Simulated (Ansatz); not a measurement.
Structure relaxation of CrO₂

Computed with Ansatz 0.2.0, DFT PBE, scalar-relativistic, plane waves, PAW.

The start is a database structure of CrO₂, space group P4_2/mnm (No. 136).

The final relaxation ran on this input, with the default PAW datasets:

```yaml
crystal:
  lattice:
    - [4.4407929264, 0.0, 0.0]
    - [0.0, 4.4407929264, 0.0]
    - [0.0, 0.0, 2.9227492896]
  atoms:
    - { symbol: Cr, position: [0.0, 0.0, 0.5], spin: 1.92 }
    - { symbol: Cr, position: [0.5, 0.5, 0.0], spin: 1.92 }
    - { symbol: O, position: [0.1967871092, 0.1967871092, 0.0] }
    - { symbol: O, position: [0.3032128908, 0.6967871092, 0.5] }
    - { symbol: O, position: [0.8032128908, 0.8032128908, 0.0] }
    - { symbol: O, position: [0.6967871092, 0.3032128908, 0.5] }
basis:
  ecutwfc: 420
kpoints:
  mp_grid: { grid: [8, 8, 12] }
hamiltonian:
  xc: pbe
scf:
  occupations: { method: gaussian, width: 0.1 }
output:
  forces: true
  stress: true
  eigenvalues: true
  populations: true
magnetization:
  spin_polarized: true
relax:
  adjacent_minimum: "off"
  f_tol: 0.01
  max_steps: 80
  cell: { stress_tol: 0.05 }
```

Launched as:

```bash
ansatz run input.yaml --threads 1 --pin off --max-ram 2560MiB --backend cpu --events-out ev --progress --plain --runs-dir out
```

The run took 68 s on 1 thread of Intel(R) Xeon(R) 6975P-C (Granite Rapids) (shared host), peak memory 0.61 GiB.

The program printed at the end:

```
SCF converged after 6 iterations
Magnetization: 4.0000 μB (28.0000 up, 24.0000 down)
Absolute magnetization: 4.6523 μB (∫|ρ↑−ρ↓|, with the PAW one-centre terms)
Spin contamination: 0.1171 ħ² per cell (⟨S²⟩ above its minimum at these occupations)
Per-site moments (μB) at R_I (Å): [(1.749199, 0.787170), (1.749199, 0.787170), (-0.068269, 0.787170), (-0.068269, 0.787170), (-0.068269, 0.787170), (-0.068269, 0.787170)]
Free energy (F): -9026.799940 eV
Harris-Foulkes:  -9026.799940 eV  (|F-HF|=9.09e-12)
Internal energy: -9026.793409 eV  (E = F + TS)
E sigma→0 (E₀):  -9026.796674 eV
Entropy (-TS):   -0.006531 eV (-1.089 meV/atom)
Fermi energy:    10.557736 eV
--- Per-component energies (eV) ---
  E_band       = -513.533286
  E_kinetic    = 1375.949265
  E_local      = -4447.750015  (includes V_loc(G=0)·N_el)
  E_nonlocal   = 345.567515
  E_hartree    = 1776.000845
  E_xc         = -571.515442
  E_vxc        = -729.015854  (∫ρ·V_xc dr)
  E_paw        = -3016.649317  (= ΣΔE_a)
  E_vpaw       = -610.296709  (= ΣTr[D̂ρ^β])
  E_aug_tail   = 0.010988  (compensation charges beyond the density's cutoff)
  E_ewald      = -4488.407249
  E_smearing   = -0.006531  (= −TS)
  E_closure    =  0.000000  (closes the sum)
  Σ components = -9026.799940   (vs F -9026.799940, Δ=0.00e0)
--- Forces (eV/Å), atoms counted from 1 ---
  atom   1  Cr     0.00000000     0.00000000     0.00000000
  atom   2  Cr     0.00000000     0.00000000     0.00000000
  atom   3  O     -0.00039414    -0.00039414     0.00000000
  atom   4  O      0.00039414    -0.00039414     0.00000000
  atom   5  O      0.00039414     0.00039414     0.00000000
  atom   6  O     -0.00039414     0.00039414     0.00000000
  max |Σ_I F_I| component: 7.89e-30 eV/Å
--- Stress (GPa, compression-positive) ---
       -0.031994       0.000000       0.000000
        0.000000      -0.031994       0.000000
        0.000000       0.000000      -0.045880
  P = ⅓ Tr σ = -0.0366 GPa (-0.366 kbar)
  k-point 0 ↑: bands = ["-62.8945", "-62.8894", "-34.2852", "-34.2852", "-34.1668", "-34.1668", "-34.0998", "-34.0858", "-9.1559", "-7.4932", "-7.0406", "-7.0406", "2.9884", "3.6552", "4.1901", "5.2644", "5.2644", "6.7188", "6.7188", "7.1558", "8.8880", "8.9847", "9.2505", "9.3461", "9.3461", "9.4360", "9.4360", "9.4527", "9.9947", "11.6563", "11.7488", "14.3533", "14.3533", "15.1936"]
  k-point 1 ↑: bands = ["-62.8936", "-62.8886", "-34.2841", "-34.2841", "-34.1653", "-34.1653", "-34.1103", "-34.0969", "-9.0895", "-7.4700", "-7.0569", "-7.0569", "3.0826", "3.7203", "4.2702", "5.1824", "5.1824", "6.8659", "6.8659", "6.8903", "8.2779", "8.8174", "8.8174", "9.2858", "9.4246", "9.5190", "9.8805", "9.9279", "9.9279", "11.7095", "11.7736", "14.2207", "14.2207", "15.0909"]
  k-point 2 ↑: bands = ["-62.8910", "-62.8865", "-34.2810", "-34.2810", "-34.1613", "-34.1613", "-34.1390", "-34.1270", "-8.8994", "-7.4129", "-7.1013", "-7.1013", "3.3509", "3.9000", "4.5078", "5.0437", "5.0437", "6.2902", "7.1813", "7.1813", "7.5023", "8.2263", "8.2263", "9.3319", "9.6089", "9.6162", "9.7526", "10.4042", "10.4042", "11.5927", "12.0537", "13.9278", "13.9278", "14.7787"]
  k-point 104 ↓: bands = ["-60.6130", "-60.6130", "-32.2555", "-32.2555", "-31.8986", "-31.8986", "-31.8935", "-31.8935", "-7.5277", "-7.5277", "-7.4948", "-7.4948", "4.3603", "4.3603", "4.5165", "4.5165", "5.8770", "5.8770", "6.6793", "6.6793", "8.2030", "8.2030", "8.8892", "8.8892", "11.8721", "11.8721", "12.5657", "12.5657", "12.7678", "12.7678", "14.4849", "14.4849", "14.6385", "14.6385"]
--- Relaxed structure (4 steps of the walk, 4 accepted, 1 SCFs on fresh bases) ---
  F+E_penalty+E_count = -9026.79993995 eV   max|allowed force component| = 3.941e-4 eV/Å   (the final SCF, on the basis selected at the relaxed cell)
  cell:  # Å, volume = 57.7071 Å³
    - [4.444641, 0.000000, 0.0]
    - [0.000000, 4.444641, 0.0]
    - [0.0, 0.0, 2.921165]
  atoms:
    - { symbol: Cr, position: [0.000000, 0.000000, 0.500000] }
    - { symbol: Cr, position: [0.5, 0.5, 0.0] }
    - { symbol: O, position: [0.196406, 0.196406, 0.0] }
    - { symbol: O, position: [0.303594, 0.696406, 0.500000] }
    - { symbol: O, position: [0.803594, 0.803594, 0.0] }
    - { symbol: O, position: [0.696406, 0.303594, 0.500000] }
--- Löwdin populations: 6 sites ---
  site symbol q [e]    m [muB]
     0     Cr     12.6982     2.1175
     1     Cr     12.6982     2.1175
     2      O      6.5949    -0.0772
     3      O      6.5949    -0.0772
     4      O      6.5949    -0.0772
     5      O      6.5949    -0.0772
  spilling = 0.004310 (of n_electrons = 52.000000)
```

Absolute energies hang on the potentials; compare differences alone.

The result has space group P4_2/mnm (No. 136). Around Cr lie 6 O at 1.91 Å; around O lie 3 Cr at 1.91 Å.

Against the elements it lies at -1.90 eV/atom. The zero of energy is the elements' standard structures at the same level (O₂ as a molecule); no fitted shifts are applied.

For metals, differences of a few meV/atom aren't resolved.

Symmetry constrained the relaxation, so the result can be a saddle point.